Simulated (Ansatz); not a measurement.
Input of an Ansatz 0.2.0 run:

File input.yaml:

```yaml
crystal:
  lattice:
    - [0.0, 1.737572933, 1.737572933]
    - [1.737572933, 0.0, 1.737572933]
    - [1.737572933, 1.737572933, 0.0]
  atoms:
    - { symbol: Ni, position: [0.0, 0.0, 0.0], spin: 2.0 }
hamiltonian:
  xc: pbesol
  pseudopotentials: { kind: paw }
magnetization:
  spin_polarized: true
  initial_magnetization: 2.0
  spin_locking: { lock_magnetization: hard }
kpoints:
  mp_grid: { grid: [11, 11, 11] }
scf:
  occupations: { method: fermi_dirac, width: 0.05 }
  lower_state_search: "off"
output:
  forces: true
  stress: true
  eigenvalues: true
```

Potentials or basis: Ansatz PAW.

Command:

```sh
$ ansatz run input.yaml --threads 2 --pin off --max-ram 5632MiB --backend cpu --events-out ev --progress --plain --runs-dir out
```

Problem. Predict the pressure.

Solution. 27.6 GPa.

Caveat: the total moment is fixed, so each spin has its own Fermi level; the PAW data sets come from PBE, with cores solved anew for the run's functional, which leaves a small shift of forces and pressure; the thresholds are loose for stress.
